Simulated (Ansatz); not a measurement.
A generator proposed this cell of ZnS.

```xyz
4
Lattice="3.7909 0.0000 0.0000 0.3224 3.8723 0.0000 1.3274 1.4166 4.7784" Properties=species:S:1:pos:R:3 pbc="T T T"
Zn    2.5031    3.6321    2.8264
Zn    3.8223    3.0318    1.2008
S     1.9096    2.5185    0.2494
S     1.3738    1.6938    2.0814
```

Level of theory: DFT PBE, scalar-relativistic, plane waves, PAW (Ansatz). Settings: cutoff 420 eV, Γ-centred mesh 6×6×4 on the computed 4-atom cell, Gaussian smearing of 0.10 eV; no spin polarisation.

The zero of energy is the elements' standard structures at the same level; no fitted shifts are applied.

Problem. Estimate its pressure, forces and energy as it stands.

Solution. The pressure is 28.1 GPa (the mean over three directions, positive in compression), the largest force is 4.38 eV/Å, and the energy is +0.59 eV/atom against the elements. The shortest distance is 2.08 Å.

Problem. How much does it gain on relaxing, and where does it end?

Solution. Relaxing gains about 1.4 eV/atom in 22 ionic steps and ends at −0.819 eV/atom on the finer mesh. The symmetry goes from P1 (No. 1) to P6_3mc (No. 186). The end has the wurtzite type. The volume per atom grows by 15.2 %, from 17.5 to 20.2 Å³. The shortest distance goes from 2.08 Å (S–S) to 2.36 Å (Zn–S). Conventional cell: a = 3.846 Å, c = 6.307 Å. Zn has 4 S at 2.36 Å; S is surrounded by 4 Zn at 2.36 Å.

The last run used a 12×12×4 mesh (in the run's order of axes) for its 4-atom cell and Gaussian smearing of 0.02 eV. The reference form of S is held partly by dispersion forces, which this level lacks. The relaxation can't lower the symmetry of the start. A structure relaxed within its symmetry needn't be a true minimum.
